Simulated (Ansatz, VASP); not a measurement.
One calculation of Al2Pt, two programs

```
Al Pt
1.0
     0.00000    2.95500    2.95500
     2.95500    0.00000    2.95500
     2.95500    2.95500    0.00000
Al Pt
2 1
Direct
  0.25000 0.25000 0.25000
  0.75000 0.75000 0.75000
  0.00000 0.00000 0.00000
```

Alike in both runs: task single point; functional PBE; k mesh 6 × 6 × 6; occupations gaussian, width 0.1 eV; no spin polarisation.

|  | VASP | Ansatz |
| --- | --- | --- |
| version | VASP 6.6.1 | Ansatz 0.2.0 |
| potentials or method | VASP PAW PBE potentials, release 64 (Al, Pt) | scalar-relativistic, plane waves, PAW |
| plane-wave cutoff (eV) | 520 | 420 |
| valence electrons in the cell | 16 | 24 |

Ansatz gave:

- gap on the k mesh at the Fermi level (eV): none
- pressure (GPa): 2.4

Q: Which values does VASP return?

A: gap on the k mesh at the Fermi level (eV): none; pressure (GPa): 2.2.

A gap of «none» marks a metal or a gap that the smearing closes. With one functional, cell and mesh, what is left measures potentials, basis and numerics. The two sets of potentials don't hold the same shells in valence.

Spin-orbit coupling is left out, which matters for the levels of Pt.
